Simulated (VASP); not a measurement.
# Cd7F16 (a cell with a defect) in VASP: single point with PBE

Aim: the single point of Cd7F16 (a cell with a defect) with PBE.

All numbers are computed with VASP 6.6.1; they aren't measurements. Logs are shortened: lines on timing, memory, paths and dates and some standing lists are left out, and cuts for length are marked.

## Step 1: The cell of the first run

The cell holds a defect, 23 atoms: a = 7.620 Å, b = 7.620 Å, c = 7.620 Å, α = 60.00°, β = 60.00°, γ = 60.00°.

## Step 2: Single point, PBE (Cd vacancy, charge -2, ions relaxed)

INCAR reads:

```
SYSTEM = Cd7F16
PREC = Accurate
ENCUT = 520
EDIFF = 1E-7
ISMEAR = -1
SIGMA = 0.01
LREAL = Auto
LASPH = .True.
NELM = 60
ALGO = Fast
ISIF = 2
LWAVE = .False.
LCHARG = .False.
GGA = PE
NBANDS = 115
NELECT = 198.0
```

KPOINTS reads:

```
regular mesh
0
Gamma
  3 3 3
  0 0 0
```

POSCAR reads:

```
Cd7F16
1.0
    0.0000000000      5.3880000000      5.3880000000
    5.3880000000      0.0000000000      5.3880000000
    5.3880000000      5.3880000000      0.0000000000
Cd F
7 16
Direct
    0.0000000000      0.0000000000      0.5000000000
    0.0000000000      0.5000000000      0.0000000000
    0.0000000000      0.5000000000      0.5000000000
    0.5000000000      0.0000000000      0.0000000000
    0.5000000000      0.0000000000      0.5000000000
    0.5000000000      0.5000000000      0.0000000000
    0.5000000000      0.5000000000      0.5000000000
    0.1333978444      0.1333978444      0.1333978444
    0.1333978444      0.1333978444      0.5998064669
    0.1333978444      0.5998064669      0.1333978444
    0.1342731055      0.6219089648      0.6219089648
    0.5998064669      0.1333978444      0.1333978444
    0.6219089648      0.1342731055      0.6219089648
    0.6219089648      0.6219089648      0.1342731055
    0.6219089648      0.6219089648      0.6219089648
    0.3780910352      0.3780910352      0.3780910352
    0.3780910352      0.3780910352      0.8657268945
    0.3780910352      0.8657268945      0.3780910352
    0.4001935331      0.8666021556      0.8666021556
    0.8657268945      0.3780910352      0.3780910352
    0.8666021556      0.4001935331      0.8666021556
    0.8666021556      0.8666021556      0.4001935331
    0.8666021556      0.8666021556      0.8666021556
```

Potentials or basis: VASP PAW PBE potentials, release 64 (Cd, F).

Command:

```bash
cat potpaw_PBE.64/Cd/POTCAR potpaw_PBE.64/F/POTCAR > POTCAR
mpirun -np 1 vasp_std > vasp.out
```

OUTCAR:

```text
SYSTEM = Cd7F16
   PREC = Accurate
   ENCUT = 520
   EDIFF = 1E-7
   ISMEAR = -1
   LREAL = Auto
   LASPH = .True.
   NELM = 60
   ISIF = 2
   GGA = PE
   NELECT = 198.0

 ion  position               nearest neighbor table
   1  0.000  0.000  0.500-   8 2.29  23 2.29  22 2.29   9 2.29  18 2.35  20 2.35  11 2.35  13 2.35

   2  0.000  0.500  0.000-   8 2.29  23 2.29  21 2.29  10 2.29  14 2.35  17 2.35  11 2.35  20 2.35

   3  0.000  0.500  0.500-   9 2.29  10 2.29  21 2.29  22 2.29  11 2.35  20 2.35  16 2.35  15 2.35

   4  0.500  0.000  0.000-   8 2.29  23 2.29  19 2.29  12 2.29  14 2.35  17 2.35  13 2.35  18 2.35

   5  0.500  0.000  0.500-   9 2.29  12 2.29  19 2.29  22 2.29  13 2.35  18 2.35  16 2.35  15 2.35

   6  0.500  0.500  0.000-  10 2.29  12 2.29  19 2.29  21 2.29  14 2.35  17 2.35  16 2.35  15 2.35

   7  0.500  0.500  0.500-  15 2.28  16 2.28  14 2.28  11 2.28  13 2.28  17 2.28  18 2.28  20 2.28

   8  0.133  0.133  0.133-   1 2.29   2 2.29   4 2.29
   9  0.133  0.133  0.600-   3 2.29   5 2.29   1 2.29
  10  0.133  0.600  0.133-   3 2.29   6 2.29   2 2.29
  11  0.134  0.622  0.622-   7 2.28   3 2.35   1 2.35   2 2.35
  12  0.600  0.133  0.133-   5 2.29   6 2.29   4 2.29
  13  0.622  0.134  0.622-   7 2.28   5 2.35   1 2.35   4 2.35
  14  0.622  0.622  0.134-   7 2.28   6 2.35   2 2.35   4 2.35
  15  0.622  0.622  0.622-   7 2.28   5 2.35   6 2.35   3 2.35
  16  0.378  0.378  0.378-   7 2.28   5 2.35   6 2.35   3 2.35
  17  0.378  0.378  0.866-   7 2.28   6 2.35   2 2.35   4 2.35
  18  0.378  0.866  0.378-   7 2.28   5 2.35   1 2.35   4 2.35
  19  0.400  0.867  0.867-   5 2.29   6 2.29   4 2.29
  20  0.866  0.378  0.378-   7 2.28   3 2.35   1 2.35   2 2.35
  21  0.867  0.400  0.867-   3 2.29   6 2.29   2 2.29
  22  0.867  0.867  0.400-   3 2.29   5 2.29   1 2.29
  23  0.867  0.867  0.867-   1 2.29   2 2.29   4 2.29

  LATTYP: Found a face centered cubic cell.
 ALAT       =    10.7760000000

  Lattice vectors:

 A1 = (   0.0000000000,   5.3880000000,   5.3880000000)
 A2 = (   5.3880000000,   0.0000000000,   5.3880000000)
 A3 = (   5.3880000000,   5.3880000000,   0.0000000000)

Analysis of symmetry for initial positions (statically):
=====================================================================
 Subroutine PRICEL returns:
 Original cell was already a primitive cell.

 Routine SETGRP: Setting up the symmetry group for a
 face centered cubic supercell.

 Subroutine GETGRP returns: Found 48 space group operations
 (whereof 48 operations were pure point group operations)
 out of a pool of 48 trial point group operations.

The static configuration has the point symmetry O_h .

Analysis of symmetry for dynamics (positions and initial velocities):
=====================================================================
 Subroutine PRICEL returns:
 Original cell was already a primitive cell.

 Routine SETGRP: Setting up the symmetry group for a
 face centered cubic supercell.

 Subroutine GETGRP returns: Found 48 space group operations
 (whereof 48 operations were pure point group operations)
 out of a pool of 48 trial point group operations.

The dynamic configuration has the point symmetry O_h .

 Subroutine INISYM returns: Found 48 space group operations
 (whereof 48 operations are pure point group operations),
 and found     1 'primitive' translations

----------------------------------------------------------------------------------------

                                     Primitive cell

  volume of cell :     312.8331

  direct lattice vectors                    reciprocal lattice vectors
     0.000000000  5.388000000  5.388000000    -0.092798812  0.092798812  0.092798812
     5.388000000  0.000000000  5.388000000     0.092798812 -0.092798812  0.092798812
     5.388000000  5.388000000  0.000000000     0.092798812  0.092798812 -0.092798812

  length of vectors
     7.619782674  7.619782674  7.619782674     0.160732258  0.160732258  0.160732258

  position of ions in fractional coordinates (direct lattice)
     0.000000000  0.000000000  0.500000000
     0.000000000  0.500000000  0.000000000
     0.000000000  0.500000000  0.500000000
     0.500000000  0.000000000  0.000000000
     0.500000000  0.000000000  0.500000000
     0.500000000  0.500000000  0.000000000
[... 15 lines left out ...]
     0.866602156  0.866602156  0.400193533
     0.866602156  0.866602156  0.866602156

  ion indices of the primitive-cell ions
   primitive index   ion index
                 1           1
                 2           2
                 3           3
                 4           4
                 5           5
                 6           6
[... 15 lines left out ...]
                22          22
                23          23

----------------------------------------------------------------------------------------

 KPOINTS: regular mesh

Automatic generation of k-mesh.
 Grid dimensions read from file:
 generate k-points for:    3    3    3

 Generating k-lattice:

  Cartesian coordinates                     Fractional coordinates (reciprocal lattice)
    -0.030932937  0.030932937  0.030932937     0.333333333  0.000000000  0.000000000
     0.030932937 -0.030932937  0.030932937     0.000000000  0.333333333  0.000000000
     0.030932937  0.030932937 -0.030932937     0.000000000  0.000000000  0.333333333

  Length of vectors
     0.053577419  0.053577419  0.053577419

  Shift w.r.t. Gamma in fractional coordinates (k-lattice)
     0.000000000  0.000000000  0.000000000

 Subroutine IBZKPT returns following result:
 ===========================================

 Found      4 irreducible k-points:

 Following reciprocal coordinates:
            Coordinates               Weight
  0.000000  0.000000  0.000000      1.000000
  0.333333  0.000000  0.000000      8.000000
  0.333333  0.333333  0.000000      6.000000
 -0.333333  0.333333  0.000000     12.000000
   k-points           NKPTS =      4   k-points in BZ     NKDIM =      4   number of bands    NBANDS=    115
   number of dos      NEDOS =    301   number of ions     NIONS =     23
   total plane-waves  NPLWV = 216000
   dimension x,y,z NGX =    60 NGY =   60 NGZ =   60
   dimension x,y,z NGXF=   120 NGYF=  120 NGZF=  120
   ions per type =               7  16
   NGX,Y,Z   is equivalent  to a cutoff of  13.09, 13.09, 13.09 a.u.
   NGXF,Y,Z  is equivalent  to a cutoff of  26.18, 26.18, 26.18 a.u.
 SYSTEM =  Cd7F16
   PREC   = accura    normal or accurate (medium, high low for compatibility)
   ISTART =      0    job   : 0-new  1-cont  2-samecut
   ICHARG =      2    charge: 1-file 2-atom 10-const
   ISPIN  =      1    spin polarized calculation?
   LNONCOLLINEAR =      F non collinear calculations
   LSORBIT =      F    spin-orbit coupling
   LASPH  =      T    aspherical Exc in radial PAW
   ENCUT  =  520.0 eV  38.22 Ry    6.18 a.u.  14.17 14.17 14.17*2*pi/ulx,y,z
   NELM   =     60;   NELMIN=  2; NELMDL= -5     # of ELM steps
   EDIFF  = 0.1E-06   stopping-criterion for ELM
   LREAL  =      T    real-space projection
   EDIFFG = 0.1E-05   stopping-criterion for IOM
   NSW    =      0    number of steps for IOM
   IBRION =     -1    ionic relax: 0-MD 1-quasi-New 2-CG
   NFREE  =      0    steps in history (QN), initial steepest desc. (CG)
   ISIF   =      2    stress and relaxation
   ISYM   =      2    0-nonsym 1-usesym 2-fastsym
   POTIM  = 0.5000    time-step for ionic-motion
   TEBEG  =    0.0;   TEEND  =   0.0 temperature during run
   PSTRESS=    0.0 pullay stress
   NELECT =     198.0000    total number of electrons
   NUPDOWN=      -1.0000    fix difference up-down
   EMIN   =  10.00;   EMAX   =-10.00  energy-range for DOS
   EFERMI =   0.00;   METHOD = LEGACY
   ISMEAR =    -1;   SIGMA  =   0.01  broadening in eV -4-tet -1-fermi 0-gaus
   EFERMI_NEDOS =   21; number of points for ismear=-14 and -15
   IALGO  =     68    algorithm
   IMIX   =      4    mixing-type and parameters
     AMIX     =   0.40;   BMIX     =  1.00
     AMIX_MAG =   1.60;   BMIX_MAG =  1.00
  volume/ion in A,a.u.               =      13.60        91.79
  Fermi-wavevector in a.u.,A,eV,Ry     =   1.405591  2.656182 26.880842  1.975686
  Thomas-Fermi vector in A             =   2.528037
   LORBIT       =      0    0 simple, 1 ext, 2 COOP (PROOUT), +10 PAW based schemes
   GGA     = PE    functional components
   LHFCALC =     F    Hartree Fock is set to
   AEXX    =    0.0000 exact exchange contribution
   IVDW    =     0    specifies the selected vdW correction
   LEPSILON=     F    determine dielectric tensor
   LRPA    =     F    only Hartree local field effects (RPA)
 non-spin polarized calculation
 RMM-DIIS sequential band-by-band and
  energy-cutoff  :      520.00
  volume of cell :      312.83
 maximum number of plane-waves:      8468
 NGX is ok and might be reduce to    60
   NGX = 29   NGY = 29   NGZ = 29

 number of electron     197.9999914 magnetization

 Free energy of the ion-electron system (eV)
  ---------------------------------------------------
  ext. energy  EPLUGINS =         0.00000000
  ---------------------------------------------------
  free energy    TOTEN  =       -81.88153736 eV

  energy without entropy =      -81.88153736  energy(sigma->0) =      -81.88153736

 E-fermi :  -1.3603     XC(G=0): -10.0500

 val. band max:       -1.5970475965   @ k =   0.3333   0.3333   0.0000
 cond. band min:       1.6201893021   @ k =   0.0000   0.0000   0.0000
 fundamental gap:      3.2172368986
 Fermi energy:        -1.3603168682

 k-point     1 :       0.0000    0.0000    0.0000
  band No.  band energies     occupation
      1     -22.7517      2.00000
      2     -22.3461      2.00000
      3     -22.3461      2.00000
      4     -22.3461      2.00000
      5     -22.2251      2.00000
      6     -22.2251      2.00000
[... 103 lines left out ...]
    110       7.7329      0.00000
    111       8.1753      0.00000

 k-point     2 :       0.3333    0.0000    0.0000
  band No.  band energies     occupation
      1     -22.6913      2.00000
      2     -22.4408      2.00000
      3     -22.3614      2.00000
      4     -22.3614      2.00000
      5     -22.2511      2.00000
      6     -22.2096      2.00000
[... 103 lines left out ...]
    110       8.2442      0.00000
    111       8.4349      0.00000

 k-point     3 :       0.3333    0.3333    0.0000
  band No.  band energies     occupation
      1     -22.6694      2.00000
      2     -22.4431      2.00000
      3     -22.3780      2.00000
      4     -22.3780      2.00000
      5     -22.2862      2.00000
      6     -22.1926      2.00000
[... 103 lines left out ...]
    110       8.2954      0.00000
    111       8.4769      0.00000

 k-point     4 :      -0.3333    0.3333    0.0000
  band No.  band energies     occupation
      1     -22.6320      2.00000
      2     -22.4602      2.00000
      3     -22.4412      2.00000
      4     -22.3768      2.00000
      5     -22.2428      2.00000
      6     -22.2089      2.00000
[... 103 lines left out ...]
    110       8.6962      0.00000
    111       8.8982      0.00000
 [bands above 111 left out]

------------------------ aborting loop because EDIFF is reached ----------------------------------------

  FORCE on cell =-STRESS in cart. coord.  units (eV):
  Direction    XX          YY          ZZ          XY          YZ          ZX
  --------------------------------------------------------------------------------------
  -------------------------------------------------------------------------------------
  Total       25.7514237     25.7514237     25.7514237     -0.0000000      0.0000000     -0.0000000
  in kB      131.8861137    131.8861137    131.8861137     -0.0000000      0.0000000     -0.0000000
  external PRESSURE =     131.8861137 kB  Pullay stress =       0.0000000 kB

 VOLUME and BASIS-vectors are now :
 -----------------------------------------------------------------------------
  energy-cutoff  :      520.00
  volume of cell :      312.83
      direct lattice vectors                 reciprocal lattice vectors
     0.000000000  5.388000000  5.388000000    -0.092798812  0.092798812  0.092798812
     5.388000000  0.000000000  5.388000000     0.092798812 -0.092798812  0.092798812
     5.388000000  5.388000000  0.000000000     0.092798812  0.092798812 -0.092798812

 POSITION                                       TOTAL-FORCE (eV/Angst)
 -----------------------------------------------------------------------------------
      2.69400      2.69400      0.00000        -0.000000      0.000000      0.000000
      2.69400      0.00000      2.69400        -0.000000      0.000000      0.000000
      5.38800      2.69400      2.69400        -0.000000      0.000000      0.000000
      0.00000      2.69400      2.69400        -0.000000      0.000000      0.000000
      2.69400      5.38800      2.69400        -0.000000      0.000000      0.000000
      2.69400      2.69400      5.38800        -0.000000      0.000000      0.000000
[... 15 lines left out ...]
      6.82550      6.82550      9.33850        -0.026712     -0.026712      0.026712
      9.33850      9.33850      9.33850         0.026712      0.026712      0.026712
 -----------------------------------------------------------------------------------
    total drift:                                0.000000      0.000000      0.000000

  FREE ENERGIE OF THE ION-ELECTRON SYSTEM (eV)
  ---------------------------------------------------
  free  energy   TOTEN  =       -81.8815373633 eV

  energy  without entropy=      -81.8815373633  energy(sigma->0) =      -81.88153736
```

It took 5.9 min on 1 thread of Intel Xeon Platinum 8488C (Sapphire Rapids), shared host; peak memory 0.5 GiB.

Results:

- Free energy: -81.8815 eV
- Largest force: 0.046 eV/Å
- Band gap on the k mesh: 3.22 eV, indirect (least direct gap 3.24 eV)

Forces in eV/Å, atoms in the order of the input:
```
Cd   0.000  0.000  0.000
Cd   0.000  0.000  0.000
Cd   0.000  0.000  0.000
Cd   0.000  0.000  0.000
Cd   0.000  0.000  0.000
Cd   0.000  0.000  0.000
Cd   0.000  0.000  0.000
F   -0.027 -0.027 -0.027
F    0.027  0.027 -0.027
F    0.027 -0.027  0.027
F    0.024 -0.024 -0.024
F   -0.027  0.027  0.027
F   -0.024  0.024 -0.024
F   -0.024 -0.024  0.024
F    0.024  0.024  0.024
F   -0.024 -0.024 -0.024
F    0.024  0.024 -0.024
F    0.024 -0.024  0.024
F    0.027 -0.027 -0.027
F   -0.024  0.024  0.024
F   -0.027  0.027 -0.027
F   -0.027 -0.027  0.027
F    0.027  0.027  0.027
```

Caveat: the cell carries a net charge on a neutralising background, which shifts energy and pressure; the cell is charged against a uniform background, so pressure and absolute levels hang on convention.
